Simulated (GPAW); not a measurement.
Runs of GPAW 26.7.0 on NiO. It takes space group Fm-3m (No. 225, cubic). Conventional cell: a = 4.172 Å, b = 4.172 Å, c = 4.172 Å, α = 90.00°, β = 90.00°, γ = 90.00°. Around Ni (site symmetry m-3m) lie 6 O at 2.09 Å. Around O (site symmetry m-3m) lie 6 Ni at 2.09 Å. 

| task | level | potentials or basis | cutoff (eV) | band path | band points | grid spacing | pressure (GPa) | moment (μB) |
| --- | --- | --- | --- | --- | --- | --- | --- | --- |
| band structure | LDA | the program's PAW data sets (release 1.2.1) made for this functional, pw | 800 | GXWKGLUWLK,UX | 80 | - | -15.6 | 0.71 |
| band structure | PBE | GPAW PAW data sets (gpaw-data 1.2.1), lcao:dzp | - | GXWKGLUWLK,UX | 60 | 0.2 Å | - | 1.78 |
| band structure | vdW-DF2 | GPAW PAW data sets (gpaw-data 1.2.1), pw | 800 | GXWKGLUWLK,UX | 100 | - | - | 1.78 |
| band structure | mBEEF | GPAW PAW data sets (gpaw-data 1.2.1), pw | 800 | GXWKGLUWLK,UX | 100 | - | 11.4 | (a) |

Alike in all rows: spin collinear, ferromagnetic start; cell as given; k mesh 8 × 8 × 8; smearing fermi-dirac 0.05 eV.

Question: Estimate the missing entries.

Answer: (a) 2.00.

Caveats: a cell with one magnetic atom can't hold antiferromagnetic order, which such compounds often take; the stock nickel data set gives pressures a few GPa off other programs (some runs); the PAW data sets were made with another functional, which shifts forces and pressure a little (some runs); so large a pressure means that the cell lies far from this level's equilibrium, or that cutoff or potentials fall short (some runs); the basis of atomic orbitals isn't converged, which shifts pressures, moduli and gaps (some runs).
